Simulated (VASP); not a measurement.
**Rh under changes of volume**

One of the cells (14.078 Å³/atom); the others are scaled copies at fixed shape and fractional positions:

```xyz
4
Lattice="2.7096 0.0000 0.0000 -1.3548 2.3466 0.0000 0.0000 0.0000 8.8563" Properties=species:S:1:pos:R:3 pbc="T T T"
Rh    1.3548    0.7822    6.6423
Rh    0.0000    0.0000    4.4282
Rh    0.0000    1.5644    2.2141
Rh    0.0000    0.0000    0.0000
```

This isn't the form of Rh at room conditions, which is fcc.

- Program: VASP 6.6.1
- Functional: PBEsol
- Potentials or basis: VASP PAW PBE potentials, release 64 (Rh_pv)
- Cutoff: 520 eV
- k mesh: 11 × 11 × 3
- Occupations: fermi-dirac, width 0.05 eV
- Spin: no spin polarisation

| volume (Å³/atom) | energy over the lowest point (meV/atom) | pressure (GPa) |
| --- | --- | --- |
| 12.973 | 22.71 | 13.7 |
| 13.249 | 5.49 | 6.4 |
| 13.525 | 0.00 | 0.0 |
| 14.078 | ? | ? |
| 14.354 | 40.99 | -15.0 |
| 14.630 | 70.17 | -18.8 |

Question: What does the run at 14.078 Å³/atom give?

Answer: Energy over the lowest point 18.91 meV/atom; pressure -10.6 GPa.

Worked out: A Birch-Murnaghan fit of order 3 (a polynomial in V^(-2/3)) to the other rows has its minimum at 13.53 Å³/atom with B0 = V·E''(V) = 294 GPa and B' = 5.1 at fixed shape and positions, which overstates the stiffness. It gives 18.91 meV/atom at 14.078 Å³/atom, against the run's 18.91, and -dE/dV = -10.6 GPa, against -10.6.

Energies are extrapolated to zero smearing.

Caveats: the PAW data sets were made with another functional, which shifts forces and pressure a little.
